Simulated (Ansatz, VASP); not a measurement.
**GeN2 in VASP and in Ansatz**

```
Ge N
1.0
     3.12768    0.00000    0.00000
    -1.56384    2.70865    0.00000
     0.00000    0.00000   37.90309
Ge N
2 4
Cartesian
  1.5638 0.9029 8.9986
  0.0000 0.0000 13.0014
  0.0000 0.0000 11.0800
  0.0000 1.8058 8.4510
  1.5638 0.9029 10.9200
  0.0000 1.8058 13.5490
```

Alike in both runs: functional PBE; dispersion D3(BJ); k mesh 12 × 12 × 1; occupations gaussian, width 0.1 eV; no spin polarisation.

Ansatz relaxed the structure, and its values are those at the end. VASP's run is a single point on that final structure, the one shown.

|  | VASP | Ansatz |
| --- | --- | --- |
| version | VASP 6.6.1 | Ansatz 0.2.0 |
| potentials or method | VASP PAW PBE potentials, release 64 (Ge_d, N) | scalar-relativistic, plane waves, PAW |
| plane-wave cutoff (eV) | 520 | 420 |
| valence electrons in the cell | 48 | 48 |

|  | VASP | Ansatz | Ansatz less VASP |
| --- | --- | --- | --- |
| gap on the k mesh at the Fermi level (eV) | none | none | - |
| rms of the force components (eV/Å) | 0.010 | 0.001 | -0.0094 |

A gap of «none» marks a metal or a gap that the smearing closes. Ansatz warned: «xc_potential_rough_in_thin_density».
